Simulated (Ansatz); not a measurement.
**Pressure against volume in Zn3CdTe4**

The structure comes from a generated guess, relaxed at this level; another structure or a mixture of phases may lie lower.

Method: DFT PBE, scalar-relativistic, plane waves, PAW in Ansatz 0.2.0. The final run on the 8-atom cell used 420 eV, a Γ-centred 6×6×2 mesh, 0.02 eV smearing and no spin polarisation.

Space group P3m1 (No. 156). a = 4.432 Å, b = 4.432 Å, c = 14.649 Å, α = 90.00°, β = 90.00°, γ = 120.00°
```
atom  site  symmetry       x       y       z
  Zn    1b       3m.  0.3333  0.6667  0.5002
  Zn    1c       3m.  0.6667  0.3333  0.2572
  Zn    1c       3m.  0.6667  0.3333  0.7425
  Cd    1b       3m.  0.3333  0.6667  0.0034
  Te    1b       3m.  0.3333  0.6667  0.1978
  Te    1b       3m.  0.3333  0.6667  0.6834
  Te    1c       3m.  0.6667  0.3333  0.4404
  Te    1c       3m.  0.6667  0.3333  0.9251
```

The cell was set to several volumes, with shape and atoms relaxed at each where symmetry leaves them free. Pressure is positive in compression, and energies count from the lowest row.

```
row  V (Å³/atom)  P (GPa)  ΔE (meV/atom)  gap on mesh (eV)
  1       27.410     6.88           71.2              1.21
  2       28.345        ?              ?                 ?
  3       29.279     2.86           15.7              0.99
  4       30.214     1.31            3.7              0.88
  5       31.148     0.00            0.0              0.77
  6       32.083    -1.11            3.3              0.68
  7       33.017    -2.05           12.6              0.58
  8       34.263    -3.07           32.7              0.46
```

Task: Find B = −V·ΔP/ΔV from rows 4 and 6 and from rows 1 and 3, and from the two its slope B′ and its value B0 at zero pressure.

Result: Rows 4 and 6 give −(30.214 + 32.083)/2 × (-1.11 − (1.31))/(32.083 − 30.214) = 40.3 GPa at a mean pressure of 0.10 GPa. Rows 1 and 3 give −(27.410 + 29.279)/2 × (2.86 − (6.88))/(29.279 − 27.410) = 61.0 GPa at a mean pressure of 4.87 GPa. So B′ = (61.0 − 40.3)/(4.87 − (0.10)) = 4.34 and B0 = 40.3 − 4.34 × (0.10) = 39.9 GPa. A third-order Birch–Murnaghan fit to all the energies gives B0 = 40.1 GPa and B′ = 4.6.

Task: Estimate the pressure and energy of row 2.

Result: From row 5, V0 = 31.148 × (1 + (0.00)/39.9) = 31.148 Å³/atom. Murnaghan's form P = (B0/B′)·[(V0/V)^B′ − 1] gives (39.9/4.34) × [(31.148/28.345)^4.34 − 1] = 4.65 GPa; the computed pressure is 4.70 GPa, so the estimate is off by -0.05 GPa. The work of compression from row 3, with the mean of the two pressures, gives ΔE = 15.7 + (4.65 + 2.86)/2 × (29.279 − 28.345)/160.2 × 1000 = 37.6 meV/atom (1 eV/Å³ = 160.2 GPa); the computed value is 37.6 meV/atom.

Task: Fit the gap against pressure through the other rows and estimate it at the computed pressure of row 2.

Result: Over the 7 rows the mean pressure is 0.6886 GPa and the mean gap is 0.796 eV. The sums of products of deviations are S_xx = 68.77 and S_xy = 5.118, so the slope is 5.118/68.77 = 0.07442 (r = 0.99, rms misfit 0.04 eV). At 4.70 GPa the line gives 0.796 + (0.07442) × (4.70 − 0.6886) = 1.09 eV. The computed value is 1.10 eV, so the line is off by -0.01 eV, less than the largest miss among the fitted rows (0.06 eV).

Spin–orbit coupling, which can matter for Te, is left out. Kohn–Sham gaps at this level usually fall short of measured ones. The missing spin–orbit coupling can work the other way here. All volumes keep the k mesh of the relaxed cell. Symmetry constrained the relaxation, so the result can be a saddle point.

The gap widens in every step from the most expanded cell to the most compressed one. In this wurtzite-like tetrahedral framework the valence-band top should be mainly Te p, while the conduction-band bottom probably has antibonding cation s–Te s character. Shorter bonds push the antibonding state up faster, which opens the gap.

The gap changes almost evenly with volume but flattens against pressure, because the lattice stiffens and each further GPa shortens the bonds less. The straight line in pressure is therefore a good local interpolation, but would probably overestimate the gap if extended to stronger compression.

A bulk modulus near 40 GPa fits a soft, polar-covalent telluride with long bonds. It probably lies somewhat below the real value, since PBE tends to overexpand and soften such lattices. The smooth curve describes compression within one tetrahedral framework and doesn't show where a more highly coordinated phase would take over, as happens in both ZnTe and CdTe under pressure.
